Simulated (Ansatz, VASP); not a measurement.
Given: the input of a run of Ansatz 0.2.0 on InP.

The input input.yaml:

```yaml
crystal:
  lattice:
    - [0.0, 2.9305, 2.9305]
    - [2.9305, 0.0, 2.9305]
    - [2.9305, 2.9305, 0.0]
  atoms:
    - { symbol: In, position: [0.0, 0.0, 0.0] }
    - { symbol: P, position: [0.75, 0.75, 0.75] }
hamiltonian:
  xc: pbe0
  pseudopotentials: { kind: paw }
kpoints:
  mp_grid: { grid: [4, 4, 4] }
scf:
  occupations: { method: fermi_dirac, width: 0.05 }
output:
  forces: true
  stress: true
relax:
  f_tol: 0.01
  max_steps: 40
  cell: { stress_tol: 0.05 }
```

Potentials or basis: Ansatz PAW.

The run is started by

```sh
$ ansatz run input.yaml --threads 2 --pin off --max-ram 5632MiB --backend cpu --events-out ev --progress --plain --runs-dir out
```

Question: Set up the same calculation for VASP 6.6.1. Potentials there: VASP PAW PBE potentials, release 64 (In_d, P).

Answer: As run (the cutoff follows the program's own potentials):

Contents of POSCAR:

```
InP
1.0
    0.0000000000      2.9305000000      2.9305000000
    2.9305000000      0.0000000000      2.9305000000
    2.9305000000      2.9305000000      0.0000000000
In P
1 1
Direct
    0.0000000000      0.0000000000      0.0000000000
    0.7500000000      0.7500000000      0.7500000000
```

Contents of INCAR.step1:

```
SYSTEM = InP
ALGO = Normal
EDIFF = 1E-5
ENCUT = 600
GGA = PE
ISMEAR = -1
LASPH = .TRUE.
LCHARG = .FALSE.
LREAL = .FALSE.
LWAVE = .TRUE.
NELM = 80
PREC = Accurate
SIGMA = 0.05
```

The input INCAR.step2:

```
SYSTEM = InP
AEXX = 0.25
ALGO = Normal
EDIFF = 1E-6
EDIFFG = -0.01
ENCUT = 600
GGA = PE
IBRION = 2
ISIF = 3
ISMEAR = -1
ISTART = 1
LASPH = .TRUE.
LCHARG = .FALSE.
LHFCALC = .TRUE.
LREAL = .FALSE.
LWAVE = .FALSE.
NELM = 80
NSW = 60
PREC = Accurate
PRECFOCK = Fast
SIGMA = 0.05
```

KPOINTS

```
k-points
0
G
  4 4 4
  0 0 0
```

Potentials or basis: VASP PAW PBE potentials, release 64 (In_d, P).

Command:

```sh
$ cat potpaw_PBE.64/In_d/POTCAR potpaw_PBE.64/P/POTCAR > POTCAR
$ cp INCAR.step1 INCAR
$ mpirun -np 1 vasp_std > vasp.out
$ cp INCAR.step2 INCAR
$ mpirun -np 1 vasp_std > vasp.out
```

Both were run:

|  | VASP | Ansatz | Ansatz less VASP |
| --- | --- | --- | --- |
| gap on the k mesh at the Fermi level, each at its own relaxed structure (eV) | 2.14 | 2.07 | -0.066 |
| relaxed volume (Å³/atom) | 25.61 | 25.69 | +0.076 |
| relaxed cell length with the largest relative difference (Å) | 4.169 | 4.173 | +0.0041 |
| energy change over the relaxation (meV/atom) | -2 | -2 | -0.5 |

Caveats: the k mesh is coarse (spacing up to 0.46 Å⁻¹), so the values aren't converged, least of all with exact exchange; spin-orbit coupling is left out, which moves the levels of the heavy elements; the PAW data sets were made with another functional, which shifts forces and pressure a little (VASP); the plane-wave basis is chosen anew once the cell has moved, so the energies of steps on either side of that aren't comparable (Ansatz); the PAW data sets come from PBE, with cores solved anew for the run's functional, which leaves a small shift of forces and pressure (Ansatz). Zero-point motion and thermal expansion aren't in these numbers.
